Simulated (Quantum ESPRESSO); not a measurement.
Crystal: Te2Pt (Moncheite).

```
Pt Te
1.0
     4.01000    0.00000    0.00000
    -2.00500    3.47276    0.00000
     0.00000    0.00000    5.20100
Pt Te
1 2
Direct
  0.00000 0.00000 0.00000
  0.66667 0.33333 0.75000
  0.33333 0.66667 0.25000
```

- Program: Quantum ESPRESSO 7.5
- Task: single point
- Functional: PBE
- Potentials or basis: SSSP 1.3 efficiency PBE
- Cutoff: 748 eV
- Density cutoff: 5987 eV
- k mesh: 8 × 8 × 5
- Occupations: fermi-dirac, width 0.05 eV
- Spin: no spin polarisation

On this cell: pressure 9.8 GPa; largest force 1.203 eV/Å; band gap on the k mesh none (metal or under the smearing width).

The same run follows on a disturbed copy (atoms moved at random, drawn with an rms of 0.05 Å):

```
Pt Te
1.0
     4.01000    0.00000    0.00000
    -2.00500    3.47276    0.00000
     0.00000    0.00000    5.20100
Pt Te
1 2
Cartesian
  -0.0029 0.0289 0.0154
  2.0379 1.1681 3.9057
  -0.0378 2.3332 1.2627
```

Problem. What does the disturbed cell give?

Solution. The energy (extrapolated to zero smearing) moves by +25.3 meV/atom; pressure 11.2 GPa; largest force 1.760 eV/Å; band gap on the k mesh none (metal or under the smearing width).

Forces on the atoms (eV/Å):
```
Pt  -0.018 -0.233 -0.416
Te  -0.303  0.154 -1.312
Te   0.321  0.079  1.728
```

Stress tensor (GPa, compression positive):
```
12.22 -1.00  1.56
-1.00 11.96 -0.22
 1.56 -0.22  9.48
```

Caveats: forces of over 1 eV/Å show positions far from the minimum, so gaps and moduli don't describe the material at rest (some runs).
